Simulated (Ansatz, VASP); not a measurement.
# One calculation of Sb, two programs

```
Sb
1.0
     0.00000    2.37124    2.37124
     2.37124    0.00000    2.37124
     2.37124    2.37124    0.00000
Sb
1
Direct
  0.00000 0.00000 0.00000
```

This isn't the form of Sb at room conditions, which is rhombohedral.

Alike in both runs: task single point; functional PBEsol; k mesh 6 × 6 × 6; occupations fermi-dirac, width 0.03 eV; no spin polarisation.

```csv
,VASP,Ansatz
version,VASP 6.6.1,Ansatz 0.2.0
potentials or method,"VASP PAW PBE potentials, release 64 (Sb), cutoff 520 eV","all-electron LAPW, scalar-relativistic"
```

|  | VASP | Ansatz | Ansatz less VASP |
| --- | --- | --- | --- |
| gap on the k mesh at the Fermi level (eV) | none | none | - |
| pressure (GPa) | -1.3 | -1.3 | +0.05 |

A gap of «none» marks a metal or a gap that the smearing closes. Ansatz ran all-electron here, so the differences hold the error of VASP's frozen core and of both bases.

Caveats: the k mesh is coarse (spacing up to 0.38 Å⁻¹), so the values aren't converged; the PAW data sets were made with another functional, which shifts forces and pressure a little (VASP); the k mesh is thin for a metal, which can move the energy by tens of meV per atom (Ansatz). The runs have no spin-orbit coupling, so splittings on Sb are missing.
